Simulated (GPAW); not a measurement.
# Hf (P6_3/mmc) in GPAW: convergence with smearing width (eV)

Aim: find how far smearing width (eV) must go before the results for Hf settle, at PBE. This setting moves, with any that are tied to it; all else stays.

All numbers are computed with GPAW 26.7.0; they aren't measurements. Logs are shortened: lines on timing, memory, paths and dates and some standing lists are left out, and cuts for length are marked. The log counts tension as positive stress, the text compression.

### 1 The structure

The structure is hexagonal, space group P6_3/mmc (No. 194). Conventional cell: a = 3.197 Å, b = 3.197 Å, c = 5.058 Å, α = 90.00°, β = 90.00°, γ = 120.00°. Hf (site symmetry -6m2) is surrounded by 12 Hf at 3.13 to 3.20 Å.

### 2 With smearing width (eV) 0.5

The input, run.py:

```python
from ase.dft.bandgap import bandgap
from ase.io import read, write
from ase.units import GPa
from gpaw import GPAW, PW

atoms = read('Hf.xyz')

calc = GPAW(mode=PW(600),
            xc='PBE',
            kpts={'size': (7, 7, 4), 'gamma': True},
            occupations={'name': 'methfessel-paxton', 'width': 0.5, 'order': 1},
            nbands=24,
            convergence={'density': 1e-05, 'energy': 1e-05},
            maxiter=100,
            txt='gpaw.txt')
atoms.calc = calc
energy = atoms.get_potential_energy()
forces = atoms.get_forces()
stress = atoms.get_stress()
calc.write('gs.gpw')
write('result.traj', atoms)
print(f'Energy: {energy:.6f} eV')
print('Forces (eV/A):')
print(forces.round(4))
print('Stress (GPa):', (stress / GPa).round(3))
print('Fermi level:', round(calc.get_fermi_level(), 4), 'eV')
print(f'Gap: {bandgap(calc)[0]:.4f} eV, direct: {bandgap(calc, direct=True)[0]:.4f} eV')
```

The input, Hf.xyz:

```xyz
2
Lattice="3.1967000000 0.0000000000 0.0000000000 -1.5983500000 2.7684234083 0.0000000000 0.0000000000 0.0000000000 5.0578000000" Properties=species:S:1:pos:R:3 pbc="T T T"
Hf     1.5983500002      0.9228078027      3.7933500000
Hf    -0.0000000002      1.8456156056      1.2644500000
```

Potentials or basis: GPAW PAW data sets (gpaw-data 1.2.1), pw.

The run is started by

```console
OMP_NUM_THREADS=1 python run.py
```

gpaw.txt:

```text
__  _  _
 | _ |_)|_||  |
 |__||  | ||/\| - 26.7.0

Input parameters:
  mode=PW(ecut=600.0),
  convergence={'density': 1e-05, 'energy': 1e-05},
  kpts=MonkhorstPack(size=(7, 7, 4), gamma=True),
  maxiter=100,
  nbands=24,
  occupations=Occupations(name='methfessel-paxton', width=0.5, order=1),
  xc=XC(name='PBE')

Diagonalizing LCAO Hamiltonian
Converting LCAO to pw mode

           Hf

        Hf

Atoms  # Å, Bohr magnetons
|   | symbol |         x |        y |        z |    initial magnetic moments |
|---|--------|-----------|----------|----------|-----------------------------|
| 0 |     Hf |  1.598350 | 0.922808 | 3.793350 | ( 0.0000,  0.0000,  0.0000) |
| 1 |     Hf | -0.000000 | 1.845616 | 1.264450 | ( 0.0000,  0.0000,  0.0000) |

Unit cell  # Å
| periodic |         x |        y |        z |  lengths |     angles |
|----------|-----------|----------|----------|----------|------------|
|      yes |  3.196700 | 0.000000 | 0.000000 | 3.196700 |  90.000000 |
|      yes | -1.598350 | 2.768423 | 0.000000 | 3.196700 |  90.000000 |
|      yes |  0.000000 | 0.000000 | 5.057800 | 5.057800 | 120.000000 |

Number of symmetries: 12
Symmetry operations  # r_c * U_cc + t_c -> r_c
|    | kind |            matrix            |
|----|------|------------------------------|
|  0 |  σ   |  1, 1, 0,  0,-1, 0,  0, 0, 1 |
|  1 |  S6  |  1, 1, 0, -1, 0, 0,  0, 0,-1 |
|  2 |  E   |  1, 0, 0,  0, 1, 0,  0, 0, 1 |
|  3 |  C2  |  1, 0, 0, -1,-1, 0,  0, 0,-1 |
|  4 |  C2  |  0, 1, 0,  1, 0, 0,  0, 0,-1 |
|  5 |  C3  |  0, 1, 0, -1,-1, 0,  0, 0, 1 |
|  6 |  S6  |  0,-1, 0,  1, 1, 0,  0, 0,-1 |
|  7 |  σ   |  0,-1, 0, -1, 0, 0,  0, 0, 1 |
|  8 |  σ   | -1, 0, 0,  1, 1, 0,  0, 0, 1 |
|  9 |  i   | -1, 0, 0,  0,-1, 0,  0, 0,-1 |
| 10 |  C3  | -1,-1, 0,  1, 0, 0,  0, 0, 1 |
| 11 |  C2  | -1,-1, 0,  0, 1, 0,  0, 0,-1 |

BZ-sampling:
  Number of BZ points: 196
  Number of IBZ points: 28

  Monkhorst-Pack size: [7, 7, 4]
  Monkhorst-Pack shift: [0.0, 0.0, 0.125]

K-points  # in reciprocal-cell coordinates
|     |                                coordinates |     weight |
|-----|--------------------------------------------|------------|
|   0 | (  0.00000000,   0.00000000,   0.00000000) | 0.00510204 |
|   1 | (  0.00000000,   0.00000000,   0.25000000) | 0.01020408 |
|   2 | (  0.00000000,   0.00000000,   0.50000000) | 0.00510204 |
|   3 | (  0.14285714,   0.00000000,  -0.25000000) | 0.03061224 |
|   4 | (  0.14285714,   0.00000000,   0.00000000) | 0.03061224 |
|   5 | (  0.14285714,   0.00000000,   0.25000000) | 0.03061224 |
|   6 | (  0.14285714,   0.00000000,   0.50000000) | 0.03061224 |
|   7 | (  0.28571429,  -0.14285714,   0.00000000) | 0.03061224 |
|   8 | (  0.28571429,  -0.14285714,   0.25000000) | 0.06122449 |
|   9 | (  0.28571429,  -0.14285714,   0.50000000) | 0.03061224 |
| ... |                                            |            |
|  27 | (  0.42857143,   0.42857143,   0.50000000) | 0.03061224 |

Plane wave coefficients: 1518
Cutoff: 600.0 eV

Spin-components: 1 (collinear spins)
Bands:           24
Projectors:      12
Spin-degeneracy: 2
Datatype:        complex128

Parallelization:
  kpt:    1
  domain: 1
  band:   1

Density:
  Valence electrons: 24.0
  Components: 1
  Grid points: [20 20 30]
  Charge: 0.0  # |e|

Potential:
  Grid points: [20 20 30]

species:
  Hf:
    name:    Hafnium
    Z:       72.0
    valence: 12
    core:    60
    charge:  0.0  # [|e|]
    compensation charges:
      type: gauss
      rc: 0.41  # [Å]
      lmax: 2
    cutoffs:
      filter: 2.36  # [Å]
      core: 4.02  # [Å]
    projectors
    | kind |    occ | energy [eV] | rcut [Å] |
    |------|--------|-------------|----------|
    |   5s |  2.000 |     -66.831 |    1.397 |
    |   6s |  2.000 |      -5.097 |    1.397 |
    |   5p |  6.000 |     -35.599 |    1.307 |
    |   6p |  0.000 |      -1.401 |    1.307 |
    |   5d |  2.000 |      -2.699 |    1.334 |
    |    d |        |      24.513 |    1.334 |

    Using partial waves for Hf as LCAO basis

Reference energy: -819772.230551  # eV

eigensolver:
  PPCG
  Converge bands: occupied
  niter=2

density mixing:
  MSR1-Mixer
  Pratt-step length: 0.05
  Maximum mixing coefficient: 0.75
  Old densities: 10
  SVD Regularization: 0.005
  Good broyden scale: 1.0
  Trust region scale: 1.0
  Backstep threshold: 4.0
  History deletion threshold: 6.0
  Fourier metric: weight=20.0, sigma=0.015

occupation numbers:
  Methfessel-Paxton:
    width: 0.5000  # eV
    order: 1

poisson solver:
  ecut: 4800.0  # eV

xc functional:
  name: PBE with 2 nearest neighbor stencil

convergence criteria:
- Maximum integral of absolute [dens]ity change: 1e-05 electrons / valence electron
- Maximum [total energy] change in last 3 cyles: 1e-05 eV / valence electron
- Maximum integral of absolute [eigenst]ate change: 4e-08 eV^2 / valence electron
maximum number of iterations: 100

SCF iterations
|iter     | |      energy | eigst |  dens |
|---------|-|-------------|-------|-------|
|iter:   1| |  -15.247389 | -0.17 |       |
|iter:   2| |  -15.211749 | -2.80 | -1.27 |
|iter:   3| |  -15.020436 | -1.67 | -1.29 |
|iter:   4| |  -15.027613 | -2.99 | -1.90 |
|iter:   5| |  -15.029474 | -4.33 | -2.36 |
|iter:   6| |  -15.029500 | -5.88 | -3.43 |
|iter:   7| |  -15.029502c| -7.27 | -4.03 |
|iter:   8| |  -15.029503c| -7.61c| -4.81 |
|iter:   9| |  -15.029503c| -8.32c| -6.04c|

Converged in 9 steps
Energy contributions relative to reference atoms: (reference = -819772.230551)

Energy contributions:
  Kinetic:          14.565834
  Coulomb:         -14.033942
  Zero:             -0.980311
  External:          0.000000
  Xc:              -14.608012
  Entropy:           0.040393
  Spinorbit:         0.000000
  ----------------------------
  Free energy:     -15.016038
  Extrapolated:    -15.029503

dipole moment: (-0.000013, -0.000023, -0.000042)  # |e|*Ang

Fermi level: 9.954
Eigenvalues  # (at kpt = [0.000, 0.000, 0.000])
| band index |      eig [eV] | occ [0-2] |
|------------|---------------|-----------|
|          0 |       -51.815 |     2.000 |
|        ... |               |           |
|          2 |       -21.133 |     2.000 |
|          3 |       -20.404 |     2.000 |
|          4 |       -20.404 |     2.000 |
|          5 |       -20.278 |     2.000 |
|          6 |       -20.278 |     2.000 |
|          7 |       -20.274 |     2.000 |
[... 8 lines left out ...]
|         16 |        12.606 |    -0.000 |
|         17 |        12.606 |    -0.000 |
|        ... |               |           |
|         23 |        27.629 |     0.000 |

No gap
No difference between direct/indirect transitions

Forces  # eV/Ang
|       x |        y |        z |
|---------|----------|----------|
| 0.00000 | -0.00000 | -0.00000 |  # Hf   0
| 0.00000 |  0.00000 |  0.00000 |  # Hf   1

Stress tensor  # eV/Ang^3
|         x |         y |         z |
|-----------|-----------|-----------|
| -0.006037 | -0.000000 |  0.000000 |
| -0.000000 | -0.006037 |  0.000000 |
|  0.000000 |  0.000000 | -0.006137 |

# Writing to gs.gpw (mode='')
```

Wall time 14 s (1 thread of Arm Neoverse V2, shared host); peak memory 0.16 GiB.

Results:

```
Free energy            : -15.0160 eV
Pressure               : 1.0 GPa
Band gap on the k mesh : none (metal or under the smearing width)
```

### 3 With smearing width (eV) 0.3

run.py, as its differences from that of step 2:

```diff
@@ -10,3 +10,3 @@
             kpts={'size': (7, 7, 4), 'gamma': True},
-            occupations={'name': 'methfessel-paxton', 'width': 0.5, 'order': 1},
+            occupations={'name': 'methfessel-paxton', 'width': 0.3, 'order': 1},
             nbands=24,
```

Hf.xyz is that of step 2.

Potentials or basis: GPAW PAW data sets (gpaw-data 1.2.1), pw.

The run is started by

```console
OMP_NUM_THREADS=1 python run.py
```

Run time: 14 s. Hardware: 1 thread of Arm Neoverse V2, shared host; peak memory 0.16 GiB.

Results:

* Free energy: -15.0251 eV
* Pressure: 1.2 GPa
* Band gap on the k mesh: none (metal or under the smearing width)

### 4 With smearing width (eV) 0.2

run.py, as its differences from that of step 3:

```diff
@@ -10,3 +10,3 @@
             kpts={'size': (7, 7, 4), 'gamma': True},
-            occupations={'name': 'methfessel-paxton', 'width': 0.3, 'order': 1},
+            occupations={'name': 'methfessel-paxton', 'width': 0.2, 'order': 1},
             nbands=24,
```

Hf.xyz is that of step 3.

The run is started by

```console
OMP_NUM_THREADS=1 python run.py
```

It took 14 s on 1 thread of Arm Neoverse V2, shared host; peak memory 0.16 GiB.

The run converged. Its results:

```yaml
Free_energy: -15.0279 eV
Pressure: 1.3 GPa
Band_gap_on_the_k_mesh: none (metal or under the smearing width)
```

### 5 With smearing width (eV) 0.15

run.py, as its differences from that of step 4:

```diff
@@ -10,3 +10,3 @@
             kpts={'size': (7, 7, 4), 'gamma': True},
-            occupations={'name': 'methfessel-paxton', 'width': 0.2, 'order': 1},
+            occupations={'name': 'methfessel-paxton', 'width': 0.15, 'order': 1},
             nbands=24,
```

Hf.xyz is that of step 4.

The run is started by

```console
OMP_NUM_THREADS=1 python run.py
```

Run time: 14 s. Hardware: 1 thread of Arm Neoverse V2, shared host; peak memory 0.16 GiB.

The run converged. Its results:

* Free energy: -15.0294 eV
* Pressure: 1.3 GPa
* Band gap on the k mesh: none (metal or under the smearing width)

### 6 With smearing width (eV) 0.1

run.py, as its differences from that of step 5:

```diff
@@ -10,3 +10,3 @@
             kpts={'size': (7, 7, 4), 'gamma': True},
-            occupations={'name': 'methfessel-paxton', 'width': 0.15, 'order': 1},
+            occupations={'name': 'methfessel-paxton', 'width': 0.1, 'order': 1},
             nbands=24,
```

Hf.xyz is that of step 5.

Potentials or basis: GPAW PAW data sets (gpaw-data 1.2.1), pw.

The run is started by

```console
OMP_NUM_THREADS=1 python run.py
```

Wall time 14 s (1 thread of Arm Neoverse V2, shared host); peak memory 0.16 GiB.

The run converged. Its results:

```yaml
Free_energy: -15.0311 eV
Pressure: 1.3 GPa
Band_gap_on_the_k_mesh: none (metal or under the smearing width)
```

### 7 With smearing width (eV) 0.05

run.py, as its differences from that of step 6:

```diff
@@ -10,3 +10,3 @@
             kpts={'size': (7, 7, 4), 'gamma': True},
-            occupations={'name': 'methfessel-paxton', 'width': 0.1, 'order': 1},
+            occupations={'name': 'methfessel-paxton', 'width': 0.05, 'order': 1},
             nbands=24,
```

Hf.xyz is that of step 6.

The run is started by

```console
OMP_NUM_THREADS=1 python run.py
```

It took 14 s on 1 thread of Arm Neoverse V2, shared host; peak memory 0.16 GiB.

It converged, with:

```
Free energy            : -15.0324 eV
Pressure               : 1.3 GPa
Band gap on the k mesh : none (metal or under the smearing width)
```

### 8 With smearing width (eV) 0.025

run.py, as its differences from that of step 7:

```diff
@@ -10,3 +10,3 @@
             kpts={'size': (7, 7, 4), 'gamma': True},
-            occupations={'name': 'methfessel-paxton', 'width': 0.05, 'order': 1},
+            occupations={'name': 'methfessel-paxton', 'width': 0.025, 'order': 1},
             nbands=24,
```

Hf.xyz is that of step 7.

The run is started by

```console
OMP_NUM_THREADS=1 python run.py
```

Wall time 14 s (1 thread of Arm Neoverse V2, shared host); peak memory 0.16 GiB.

Results (log left out):

```yaml
Free_energy: -15.0329 eV
Pressure: 1.3 GPa
Band_gap_on_the_k_mesh: none (metal or under the smearing width)
```

### 9 With smearing width (eV) 0.01

run.py, as its differences from that of step 8:

```diff
@@ -10,3 +10,3 @@
             kpts={'size': (7, 7, 4), 'gamma': True},
-            occupations={'name': 'methfessel-paxton', 'width': 0.025, 'order': 1},
+            occupations={'name': 'methfessel-paxton', 'width': 0.01, 'order': 1},
             nbands=24,
```

Hf.xyz is that of step 8.

Potentials or basis: GPAW PAW data sets (gpaw-data 1.2.1), pw.

The run is started by

```console
OMP_NUM_THREADS=1 python run.py
```

Wall time 14 s (1 thread of Arm Neoverse V2, shared host); peak memory 0.16 GiB.

It converged, with:

- Free energy: -15.0329 eV
- Pressure: 1.4 GPa
- Band gap on the k mesh: none (metal or under the smearing width)

### 10 Summary

```csv
smearing width (eV),"energy less the tightest run, at zero smearing (meV/atom)",pressure (GPa),SCF cycles,CPU time (s),peak memory (GiB)
0.5,1.71,0.97,9,14,0.16
0.3,2.71,1.24,9,14,0.16
0.2,1.51,1.31,9,14,0.16
0.15,0.95,1.32,9,14,0.16
0.1,0.37,1.31,9,14,0.16
0.05,0.08,1.32,9,14,0.16
0.025,-0.03,1.35,9,14,0.16
0.01,0.00,1.35,9,14,0.16
```

Against the tightest run, the energy stays within 1 meV/atom from 0.15 on; the pressure stays within 0.1 GPa from 0.2 on. Narrower smearing needs a denser k mesh, so at a fixed mesh the narrowest width isn't the most accurate. The tightest run that finished is the yardstick and may itself not be fully converged.

Caveats: this smearing can pin the Fermi level at a band edge.
